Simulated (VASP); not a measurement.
## Results of a VASP single-point calculation on CdTe (strained zincblende)

POSCAR

```
Cd Te
 1.0000000000000000
     0.0000000000000000    3.3127546673000001    3.3127546673000001
     3.3127546673000001    0.0000000000000000    3.3127546673000001
     3.3127546673000001    3.3127546673000001    0.0000000000000000
 Cd  Te
   1   1
Cartesian
  0.0000000000000000  0.0000000000000000  0.0000000000000000
  1.6563773336500001  1.6563773336500001  1.6563773336500001
```

| Item | Value |
| --- | --- |
| gap between bands v and c | 0.57 eV |
| least direct gap | 0.57 eV |

Band v is the last that the valence electrons fill when counted band by band, and c is the next. Levels in eV from the top of v:

```tsv
point	v−1	v	c	c+1
Γ	0.00	0.00	0.57	4.64
X	-1.65	-1.65	2.67	2.75
K	-2.27	-1.36	2.92	4.43
L	-0.68	-0.68	1.75	5.21
W	-2.07	-1.93	4.02	4.70
```

Q: Which of these levels of theory gave these results?
A. r²SCAN
B. PBE
C. PBE0
D. HSE06
E. PBEsol
F. LDA
G. PBE with spin–orbit coupling

A: B.

The INCAR was:

```
LCHARG = .TRUE.
NBANDS = 16
EDIFF = 1E-7
LWAVE = .FALSE.
GGA = PE
LASPH = .TRUE.
ENCUT = 520
LREAL = .FALSE.
ISMEAR = -1
SIGMA = 0.02
NSW = 0
ISIF = 2
IBRION = -1
PREC = Accurate
LELF = .TRUE.
NELM = 120
```
